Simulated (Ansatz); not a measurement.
# AlAs: the cost of one run

Program: the Python package of Ansatz 0.2.0. The levels of theory stand in the script. These are calculated values, not measurements.

## 1. The system

The structure is cubic, space group F-43m (No. 216). Conventional cell: a = 5.661 Å, b = 5.661 Å, c = 5.661 Å, α = 90.00°, β = 90.00°, γ = 90.00°. Around Al (site symmetry -43m) lie 4 As at 2.45 Å. Around As (site symmetry -43m) lie 4 Al at 2.45 Å.

The script reads alas.cif:

```cif
data_AlAs
_cell_length_a 4.002790
_cell_length_b 4.002790
_cell_length_c 4.002790
_cell_angle_alpha 60.00000
_cell_angle_beta 60.00000
_cell_angle_gamma 60.00000
_symmetry_space_group_name_H-M 'P 1'
_symmetry_Int_Tables_number 1
loop_
_symmetry_equiv_pos_as_xyz
'x, y, z'
loop_
_atom_site_label
_atom_site_type_symbol
_atom_site_fract_x
_atom_site_fract_y
_atom_site_fract_z
Al1 Al    0.000000    0.000000    0.000000
As2 As    0.250000    0.250000    0.250000
```

## 2. Script

File lattice_alas.py:

```python
"""How the lattice of AlAs depends on the functional."""

import ansatz as az
from ase.io import read
import numpy as np

def edges_and_angles(cell):
    cell = np.asarray(cell)
    a, b, c = np.linalg.norm(cell, axis=1)
    cosines = cell[1] @ cell[2] / (b * c), cell[0] @ cell[2] / (a * c), cell[0] @ cell[1] / (a * b)
    return (a, b, c, *np.degrees(np.arccos(cosines)))


def main() -> None:
    atoms = read("alas.cif")
    cell = az.Crystal.from_ase(atoms)

    base = (
        cell.calculation()
        .kpoints(6)
        .occupations("Fixed")
        .relax(cell=True, force_tolerance=0.005, max_steps=40)
    )

    levels = [("pbesol", "none"), ("pbe", "d3bj"), ("r2scan", "none")]
    print("level            a       b       c    alpha   beta  gamma  V/atom  steps")
    for name, dispersion in levels:
        seen = []
        run = base.functional(name, dispersion=dispersion).session().plan()
        done = run.execute(on_event=lambda e: seen.append(e) if e["event"] == "relax_step" else None)
        cell = done.lattice.cell_ang
        label = name if dispersion == "none" else f"{name}+{dispersion}"
        print("{:13s} {:7.4f} {:7.4f} {:7.4f} {:6.2f} {:6.2f} {:6.2f}".format(label, *edges_and_angles(cell)), f"{abs(np.linalg.det(cell)) / len(done.lattice.sites):7.3f} {len(seen):5d}")


if __name__ == "__main__":
    main()
```

## 3. Running it

Command:

```sh
> python lattice_alas.py
```

What time and memory should one allow on 1 thread of AMD EPYC 9R45 (Zen 5), shared host?

About 5.2 s, with a peak of 0.59 GiB.
